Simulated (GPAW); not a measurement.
# BeTe (F-43m): one start, several treatments of the self-energy

Aim: compare treatments of exchange, screening and correlation for the gap of BeTe (F-43m).

Method: PBE and many-body steps on it, plane waves, in GPAW 26.7.0.

The database entry behind the starting cell differs from later determinations by our own check (an axis about 1.5 % short against later determinations), so it need not match the best structure at ambient conditions.

### Step 1. Set-up

The structure is cubic, space group F-43m (No. 216). The conventional cell has a = 5.540 Å, b = 5.540 Å, c = 5.540 Å, α = 90.00°, β = 90.00°, γ = 90.00°. Nearest to Be lie 4 Te at 2.40 Å. Te has 4 Be at 2.40 Å nearest. Farther neighbours and most contacts between anions are not listed.

Coordinates:

```xyz
2
Lattice="0.0000 2.7700 2.7700 2.7700 0.0000 2.7700 2.7700 2.7700 0.0000" Properties=species:S:1:pos:R:3 pbc="T T T"
Be    0.0000    0.0000    0.0000
Te    1.3850    1.3850    1.3850
```

The cell and positions come from the Crystallography Open Database and are kept as given unless a step says otherwise. Spin-orbit coupling is left out unless a step names it.

### Step 2. Empty states on the mesh, 6×6×6 mesh, 233 bands

This step: GPAW 26.7.0; DFT, PBE, plane waves, PAW.

The sums over transitions need many empty states on a uniform mesh; this step solves for them.

File run.py:

```python
import json
import numpy as np
from gpaw.mpi import world
from gpaw import GPAW

calc = GPAW('gs.gpw').fixed_density(kpts={'size': (6, 6, 6), 'gamma': True},
    parallel={'domain': 1, 'band': 1},
    txt='nscf.txt')
calc.diagonalize_full_hamiltonian(nbands=233)
calc.write('full.gpw', mode='all')
res = {}
kpts = calc.get_ibz_k_points()
res['kpts'] = kpts
res['eigenvalues'] = [calc.get_eigenvalues(kpt=k) for k in range(len(kpts))]
res['n_electrons'] = calc.get_number_of_electrons()

if world.rank == 0:
    with open('result.json', 'w') as f:
        json.dump(res, f, default=lambda x: x.tolist())
```

On the command line:

```bash
$ mpirun -n 12 gpaw python run.py
```

Numbers of over 12 decimals in the logs are rounded to 6 here.

The log of the run:

```text
Diagonalizing LCAO Hamiltonian
Converting LCAO to pw mode
convergence criteria:
- Maximum integral of absolute [eigenst]ate change: 4e-08 eV^2 / valence electron
maximum number of iterations: 100

SCF iterations
|iter     |     time |      energy | eigst |  dens |
|iter:   1|  |             | +1.09 |       |
|iter:   2|  |             | -0.55 |       |
|iter:   3|  |             | -2.35 |       |
|iter:   4|  |             | -3.92 |       |
|iter:   5|  |             | -5.29 |       |
|iter:   6|  |             | -6.56 |       |
|iter:   7|  |             | -7.47c|       |
SCF steps: 7
  __  _  _
 | _ |_)|_||  |
 |__||  | ||/\| - 26.7.0

Input parameters:
  mode=PW(ecut=600.0),
  convergence={'density': 1e-06, 'bands': -3},
  gpts=array([24, 24, 24]),
  kpts=MonkhorstPack(size=(6, 6, 6), gamma=True),
  maxiter=100,
  nbands=11,
  occupations=Occupations(name='fermi-dirac', width=0.001, fixmagmom=False),
  parallel={'domain': 1, 'band': 1},
  xc=XC(name='PBE')
Matrix size: 1411x1411
# Writing to full.gpw (mode='all')
  [... matrices ...]

timing:  # [seconds]
  Total: 9.374  # ━━━━━━━━━━━━━━━━━━━━━━━━━━━━━━━━━━━━━━━━━━━━━━━━━━━━━━━━━━━
```

It took 23 s on 12 MPI ranks of AMD EPYC 7R43, shared host; peak memory 3.4 GiB; 2.3 min of CPU time.

Numbers from this step:

| Property | Result |
| --- | --- |
| gap | 1.858 eV |
| k of the valence top | 0, 0, 0 |
| k of the conduction bottom | 0.5, 0.5, 0 |
| least direct gap | 3.585 eV |
| k points computed | 16 |
| lowest point of the top converged band, above the valence top | 162.7746 eV |

On this mesh the gap is 1.858 eV.

### Step 3. G0W0, Godby-Needs plasmon pole

Now the one-shot GW correction: screening in the RPA, then the self-energy of the levels asked for.

This step: G0W0 with a vertex from the rALDA kernel on PBE, plane waves, PAW.

File run.py:

```python
import json
import numpy as np
from gpaw.mpi import world
from gpaw.response.g0w0 import G0W0

gw = G0W0('full.gpw',
    filename='gw',
    kpts=[0, 12],
    bands=(2, 6),
    ecut=175,
    nbands=223,
    integrate_gamma='WS',
    ppa=True,
    xc='rALDA',
    fxc_mode=None,
    fxc_modes=['GWP', 'GWS', 'GWG'],
    do_GW_too=True)
gw.calculate()
res = {mode: {k: v for k, v in r.items() if k != 'sigma_eskwn'}
       for mode, r in gw.all_results.items()}

if world.rank == 0:
    with open('result.json', 'w') as f:
        json.dump(res, f, default=lambda x: x.tolist())
```

On the command line:

```bash
$ mpirun -n 12 gpaw python run.py
```

The log of the run:

```text
Using integrator: PointIntegrator
FrequencyGridDescriptor(from 0.000+0.000j to 0.000+27.211j eV, 2 points)
Nonperiodic BCs:  [False False False]
Using integrator: PointIntegrator
FrequencyGridDescriptor(from 0.000+0.000j to 0.000+27.211j eV, 2 points)
Nonperiodic BCs:  [False False False]
  ___  _ _ _
 |   || | | |
 | | || | | |
 |__ ||_____|
 |___|

BZ k-points: Symmetries present (total): 24

  [... matrices ...]
216 k-points: 6 x 6 x 6 Monkhorst-Pack grid + [1/12,1/12,1/12]
16 k-points in the irreducible part of the Brillouin zone
       k-points in crystal coordinates                weights
   0:     0.00000000    0.00000000    0.00000000          1/216
   1:     0.16666667    0.16666667    0.00000000          6/216
   2:     0.16666667    0.16666667    0.16666667          8/216
   3:     0.33333333    0.16666667    0.16666667         12/216
   4:     0.33333333    0.33333333   -0.33333333         12/216
   5:     0.33333333    0.33333333    0.00000000          6/216
   6:     0.33333333    0.33333333    0.16666667         24/216
   7:     0.33333333    0.33333333    0.33333333          8/216
   8:     0.50000000    0.33333333   -0.33333333         24/216
   9:     0.50000000    0.33333333   -0.16666667         12/216
          ...
  15:     0.50000000    0.50000000    0.50000000          4/216

Distributing spins, k-points and bands (1 x 2 x 4) over 12 processes
Number of blocks: 1

Quasi particle states:
k-points (IBZ indices): [0, 12]
Band range: (2, 6)
  [... matrices ...]
Computational parameters:
Plane wave cut-off: 175 eV
Number of bands: 223
Coulomb cutoff: None
Broadening: 0.1 eV

fxc modes: GW, GWG, GWP, GWS
Kernel: rALDA
Using Godby-Needs plasmon-pole approximation:
  Fitting energy: i*E0, E0 = 1.000 Hartree
Summing all q:

Calculating screened Coulomb potential
No Coulomb truncation
FrequencyGridDescriptor(from 0.000+0.000j to 0.000+27.211j eV, 2 points)
Removing empty qpoint cache files...

Calculating chi0 body with:
    Ground state adapter containing:
    Number of spins: 1
    Number of kpoints: 216
    Number of irreducible kpoints: 16
    Number of completely occupied states: 4
    Number of partially occupied states: 4
    Occupied states memory: 0.84375 M / cpu

    Linear response parametrization:
    q_c: [1.3877787807814457e-17, 1.3877787807814457e-17, 1.3877787807814457e-17]
    Number of frequency points: 2
    Planewave cutoff: 175.0
    Number of bands: 223
    Number of planewaves: 229
    Broadening (eta): 1e-06
    comm.size: 12
    kncomm.size: 12
    blockcomm.size: 1

    Memory estimate of potentially large arrays:
        chi0_wGG: 1.600372 M / cpu
Integrating chi0 body.

Symmetries of q_c:
    Direct symmetries (Uq -> q): 24
    Indirect symmetries (TUq -> q): 24
In total 48 allowed symmetries.

  [... matrices ...]
16 groups of equivalent kpoints. 92.592593% reduction.

Integral kind: response function
Integrating chi0 head and wings.

Symmetries of q_c:
    Direct symmetries (Uq -> q): 24
    Indirect symmetries (TUq -> q): 24
In total 48 allowed symmetries.

  [... matrices ...]
16 groups of equivalent kpoints. 92.592593% reduction.

Integral kind: response function wings
Calculating rALDA kernel at 175.0 eV cutoff
q point 0 complete
q point 1 complete
q point 2 complete
q point 3 complete
q point 4 complete
q point 5 complete
q point 6 complete
q point 7 complete
q point 8 complete
q point 9 complete
q point 10 complete
[... the further q-points ...]

Results:
f:      Occupation numbers
eps:     KS-eigenvalues [eV]
vxc:     KS vxc [eV]
exx:     Exact exchange [eV]
sigma:   Self-energies [eV]
dsigma:  Self-energy derivatives
Z:       Renormalization factors
qp:      QP-energies [eV]

k-point 0 (0): (0.000, 0.000, 0.000)                GWP
band       f     eps     vxc     exx   sigma  dsigma       Z      qp
                                                                  GWP
   2   1.000   5.561 -14.534 -16.109   0.661  -0.263   0.792   4.838
   3   1.000   5.561 -14.534 -16.109   0.661  -0.263   0.792   4.838
   4   0.000   9.146 -10.888  -6.448  -4.298  -0.274   0.785   9.257
   5   0.000   9.146 -10.888  -6.448  -4.298  -0.274   0.785   9.257
                                                                  GWS
   2   1.000   5.561 -14.534 -16.109   1.312  -0.225   0.816   5.346
   3   1.000   5.561 -14.534 -16.109   1.312  -0.225   0.816   5.346
[...]
GWG
[...]
GW
[...]
k-point 1 (12): (0.500, 0.500, 0.000)                GWP
band       f     eps     vxc     exx   sigma  dsigma       Z      qp
                                                                  GWP
[...]
GWS
[...]
GWG
[...]
GW
[...]
3   1.000   2.726 -12.666 -15.429   1.665  -0.276   0.784   1.865
   4   0.000   7.420  -9.495  -5.687  -3.740  -0.231   0.812   7.475
   5   0.000   8.171 -10.359  -6.455  -3.846  -0.243   0.804   8.217
```

Elapsed: 26 min, on 12 MPI ranks; peak memory 11 GiB.

Numbers from this step:

| Item | Value |
| --- | --- |
| gap with the vertex in the polarisability | 2.490 eV |
| gap with the vertex in the self-energy | 2.696 eV |
| gap with the vertex in both | 2.614 eV |
| G0W0 gap on the points computed | 2.581 eV |
| least direct G0W0 gap on the computed points | 4.536 eV |
| Z at the valence top | 0.8011 |
| Z at the conduction bottom | 0.8122 |
| starting gap on the mesh | 1.858 eV |
| k of the valence top | 0, 0, 0 |
| k of the conduction bottom | 0.5, 0.5, 0 |

The gap on the mesh goes from 1.86 eV to 2.58 eV, a correction of +0.72 eV.

### Step 4. G0W0 with rALDA vertex

run.py, as its differences from that of step 3:

```diff
@@ -9,4 +9,4 @@
     bands=(2, 6),
-    ecut=175,
-    nbands=223,
+    ecut=105,
+    nbands=103,
     integrate_gamma='WS',
@@ -14,5 +14,3 @@
     xc='rALDA',
-    fxc_mode=None,
-    fxc_modes=['GWP', 'GWS', 'GWG'],
-    do_GW_too=True)
+    fxc_mode='GWG')
 gw.calculate()
```

On the command line:

```bash
$ mpirun -n 12 gpaw python run.py
```

The log of the run:

```text
Using integrator: PointIntegrator
FrequencyGridDescriptor(from 0.000+0.000j to 0.000+27.211j eV, 2 points)
Nonperiodic BCs:  [False False False]
Using integrator: PointIntegrator
FrequencyGridDescriptor(from 0.000+0.000j to 0.000+27.211j eV, 2 points)
Nonperiodic BCs:  [False False False]
  ___  _ _ _
 |   || | | |
 | | || | | |
 |__ ||_____|
 |___|

BZ k-points: Symmetries present (total): 24

  [... matrices ...]
216 k-points: 6 x 6 x 6 Monkhorst-Pack grid + [1/12,1/12,1/12]
16 k-points in the irreducible part of the Brillouin zone
       k-points in crystal coordinates                weights
   0:     0.00000000    0.00000000    0.00000000          1/216
   1:     0.16666667    0.16666667    0.00000000          6/216
   2:     0.16666667    0.16666667    0.16666667          8/216
[...]
9:     0.50000000    0.33333333   -0.16666667         12/216
          ...
  15:     0.50000000    0.50000000    0.50000000          4/216

Distributing spins, k-points and bands (1 x 2 x 4) over 12 processes
Number of blocks: 1

Quasi particle states:
k-points (IBZ indices): [0, 12]
Band range: (2, 6)
  [... matrices ...]
Computational parameters:
Plane wave cut-off: 105 eV
Number of bands: 103
Coulomb cutoff: None
Broadening: 0.1 eV

fxc modes: GWG
Kernel: rALDA
Using Godby-Needs plasmon-pole approximation:
  Fitting energy: i*E0, E0 = 1.000 Hartree
Summing all q:

Calculating screened Coulomb potential
No Coulomb truncation
FrequencyGridDescriptor(from 0.000+0.000j to 0.000+27.211j eV, 2 points)
Removing empty qpoint cache files...

Calculating chi0 body with:
    Ground state adapter containing:
    Number of spins: 1
    Number of kpoints: 216
    Number of irreducible kpoints: 16
    Number of completely occupied states: 4
[...]
Linear response parametrization:
    q_c: [1.3877787807814457e-17, 1.3877787807814457e-17, 1.3877787807814457e-17]
    Number of frequency points: 2
    Planewave cutoff: 105.0
    Number of bands: 103
    Number of planewaves: 113
    Broadening (eta): 1e-06
    comm.size: 12
    kncomm.size: 12
    blockcomm.size: 1

    Memory estimate of potentially large arrays:
        chi0_wGG: 0.389679 M / cpu
Integrating chi0 body.

Symmetries of q_c:
    Direct symmetries (Uq -> q): 24
    Indirect symmetries (TUq -> q): 24
In total 48 allowed symmetries.

  [... matrices ...]
16 groups of equivalent kpoints. 92.592593% reduction.

Integral kind: response function
Integrating chi0 head and wings.

Symmetries of q_c:
    Direct symmetries (Uq -> q): 24
    Indirect symmetries (TUq -> q): 24
In total 48 allowed symmetries.

  [... matrices ...]
16 groups of equivalent kpoints. 92.592593% reduction.

Integral kind: response function wings
Calculating rALDA kernel at 105.0 eV cutoff
q point 0 complete
q point 1 complete
q point 2 complete
[...]
q point 9 complete
q point 10 complete
[... the further q-points ...]

Results:
f:      Occupation numbers
eps:     KS-eigenvalues [eV]
vxc:     KS vxc [eV]
exx:     Exact exchange [eV]
sigma:   Self-energies [eV]
dsigma:  Self-energy derivatives
Z:       Renormalization factors
qp:      QP-energies [eV]

k-point 0 (0): (0.000, 0.000, 0.000)                GWG
band       f     eps     vxc     exx   sigma  dsigma       Z      qp
                                                                  GWG
   2   1.000   5.561 -14.534 -16.109   1.332  -0.236   0.809   5.365
   3   1.000   5.561 -14.534 -16.109   1.332  -0.236   0.809   5.365
   4   0.000   9.146 -10.888  -6.448  -3.482  -0.239   0.807   9.919
[...]
k-point 1 (12): (0.500, 0.500, 0.000)                GWG
band       f     eps     vxc     exx   sigma  dsigma       Z      qp
                                                                  GWG
[...]
4   0.000   7.420  -9.495  -5.687  -3.160  -0.214   0.823   7.953
   5   0.000   8.171 -10.359  -6.455  -3.250  -0.227   0.815   8.704
```

The job ended after 5.9 min (12 MPI ranks; peak memory 6.5 GiB; 32 min of CPU time).

This step gave:

```
quasiparticle gap on the points computed              : 2.588 eV
least direct quasiparticle gap on the computed points : 4.555 eV
Z at the valence top                                  : 0.8091
Z at the conduction bottom                            : 0.8234
starting gap on the mesh                              : 1.858 eV
k of the valence top                                  : 0, 0, 0
k of the conduction bottom                            : 0.5, 0.5, 0
```

Against G0W0 in GPAW (6×6×6 mesh, 223 bands, screening to 175 eV, Godby-Needs plasmon pole), the gap moves by +0.007 eV.

### Step 5. Side by side

Times are wall times on 12 MPI ranks of AMD EPYC 7R43, shared host, good to a factor of about two.

| run | mesh | bands | screening cutoff (eV) | DFT gap (eV) | gap on the mesh (eV) | direct (eV) | time |
| --- | --- | --- | --- | --- | --- | --- | --- |
| G0W0, Godby-Needs plasmon pole | 6×6×6 | 223 | 175 | 1.858 | 2.581 | 4.536 | 26 min |
| G0W0 with rALDA vertex | 6×6×6 | 103 | 105 | 1.858 | 2.588 | 4.555 | 5.9 min |

### Step 6. Summary of results

| Item | Value |
| --- | --- |
| G0W0, Godby-Needs plasmon pole | 2.581 eV |
| G0W0 with rALDA vertex | 2.588 eV |
| known limits | not at the basis limit; no spin-orbit coupling |

**Reading.** G0W0 with rALDA vertex: +0.007 eV against G0W0, Godby-Needs plasmon pole, at other bands or cutoff, so not like for like. With the rALDA kernel as a vertex the gap is 2.49 eV (in the polarisability), 2.70 eV (in the self-energy) and 2.61 eV (in both), against 2.58 eV without. Bands and cutoff are finite, so the gap is not at the basis limit. The miss can reach some tenths of an eV and take either sign; the mesh is an error of its own. These stock PAW sets were not made for GW; the filled d or f shell of Te lies in the frozen core, which bears on start and correction. In the G0W0 runs levels were corrected at 2 k points alone, so a gap called «on the mesh» is the least over those, and an edge elsewhere would be missed. The many-body steps are scalar-relativistic: spin-orbit coupling is not in them.

[Paths, hosts, dates, memory and timing lines, banners, echoed tables and standing remarks are left out of the program output.]

[Logs are printed without paths, hosts, clocks, repeated set-up lines and the standing remarks that a program may print on its own settings, such as how far it seeks lower states.]

[Runs of the session that timed out or met a known fault of the program may be left out.]

[Hosts, paths, dates, database ids (printed as entryN), source tags and the programs' standing remarks are cut or masked in the printed files.]
